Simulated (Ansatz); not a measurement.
Eigenvalues along a path: Ir (sc type)

```xyz
1
Lattice="1.8943 0.0000 0.0000 0.0000 1.8943 0.0000 0.0000 0.0000 1.8943" Properties=species:S:1:pos:R:3 pbc="T T T"
Ir    0.0000    0.0000    0.0000
```

The cell comes from a relaxation on PAW files under the same functional, begun from a prototype that needn't be the stable phase.

Computed with Ansatz 0.2.0; functional PBE, scalar-relativistic. Settings: a Γ-centred 17×17×17 k mesh, Fermi–Dirac smearing of 0.08 eV, no spin polarisation. Methods: LAPW: all electrons, basis error target 1 meV/atom.

This run: volume at 0.4 of the series' base cell.

Spin–orbit coupling is left out, which matters for the heavy atoms.

Path points, in fractions of the reciprocal vectors: Γ (0.000, 0.000, 0.000), X (0.000, 0.500, 0.000), M (0.500, 0.500, 0.000), R (0.500, 0.500, 0.500). The distance column jumps between branches of the path. Levels in eV from the Fermi level; bands 21 to 26, counted from the lowest band of the run. The gap is zero, the pressure 1902 GPa.

```
# k(1/Å) point b21 b22 b23 b24 b25 b26
0.000 Γ -20.10 -20.10 -18.87 4.78 4.78 4.78
0.207 - -20.02 -19.60 -18.40 3.98 3.98 4.83
0.415 - -19.77 -18.90 -16.41 2.05 2.05 4.98
0.622 - -19.40 -18.18 -13.20 -0.27 -0.27 5.22
0.829 - -18.93 -17.31 -9.59 -2.52 -2.52 5.50
1.037 - -18.44 -16.30 -6.46 -4.46 -4.46 5.80
1.244 - -17.99 -15.28 -5.93 -5.93 -4.79 6.06
1.451 - -17.67 -14.46 -6.85 -6.85 -4.51 6.23
1.658 X -17.56 -14.14 -7.17 -7.17 -4.58 6.30
1.866 - -17.14 -13.63 -9.40 -7.09 -2.66 5.63
2.073 - -16.30 -12.58 -11.84 -6.85 -0.38 3.95
2.280 - -15.63 -15.52 -8.69 -6.49 1.44 1.84
2.488 - -18.34 -14.80 -6.04 -4.63 -0.27 2.95
2.695 - -20.60 -14.11 -5.57 -2.12 -0.21 4.29
2.902 - -22.29 -13.50 -5.14 -3.53 3.80 5.48
3.110 - -23.35 -13.07 -4.83 -4.42 6.17 6.37
3.317 M -23.70 -12.92 -4.72 -4.72 6.71 6.71
3.610 - -22.99 -13.23 -4.59 -4.47 5.78 5.93
3.903 - -20.93 -14.09 -4.16 -3.71 2.25 3.71
4.196 - -17.82 -15.27 -3.33 -2.77 -2.49 0.16
4.490 - -16.78 -14.08 -7.94 -3.74 -2.03 -0.89
4.783 - -17.99 -13.06 -12.67 -4.50 -0.24 0.95
5.076 - -19.01 -16.55 -15.69 -0.74 1.87 2.78
5.369 - -19.74 -19.16 -18.07 3.16 3.86 4.22
5.662 Γ -20.10 -20.10 -18.87 4.78 4.78 4.78
6.021 - -19.08 -19.08 -17.78 2.93 3.38 3.38
6.381 - -16.25 -16.25 -15.06 -0.69 -0.30 -0.30
6.740 - -13.13 -12.14 -12.14 -4.89 -4.89 -2.04
7.099 - -14.65 -10.48 -10.48 -5.99 -5.99 2.10
7.458 - -17.04 -14.13 -14.13 -0.50 -0.50 8.83
7.817 - -18.72 -17.15 -17.15 4.98 5.57 5.57
8.176 - -19.51 -19.05 -19.05 0.75 11.26 11.26
8.535 R -19.69 -19.69 -19.69 -0.78 14.21 14.21
8.828 - -19.71 -19.40 -18.99 0.25 11.33 12.98
9.121 - -19.59 -18.52 -16.95 3.13 5.87 9.58
9.415 - -19.05 -17.09 -13.75 0.11 4.83 7.39
9.708 - -17.87 -15.15 -9.84 -5.34 -0.09 11.50
10.001 - -15.97 -12.82 -10.17 -7.80 -2.23 8.83
10.294 - -14.06 -13.34 -10.65 -10.32 1.37 3.78
10.587 - -16.64 -13.20 -10.07 -8.12 -1.11 4.93
10.880 X -17.56 -14.14 -7.17 -7.17 -4.58 6.30
13.226 R -19.69 -19.69 -19.69 -0.78 14.21 14.21
13.433 - -19.91 -19.34 -19.34 -0.26 12.15 14.17
13.640 - -20.47 -18.30 -18.30 1.21 7.75 14.03
13.848 - -21.23 -16.63 -16.63 2.80 3.47 13.83
14.055 - -22.01 -14.40 -14.40 -2.02 6.35 13.61
14.262 - -22.71 -11.73 -11.73 -6.33 9.73 13.38
14.470 - -23.25 -9.80 -8.80 -8.80 11.90 11.90
14.677 - -23.59 -12.10 -6.05 -6.05 8.33 8.33
14.884 M -23.70 -12.92 -4.72 -4.72 6.71 6.71
```
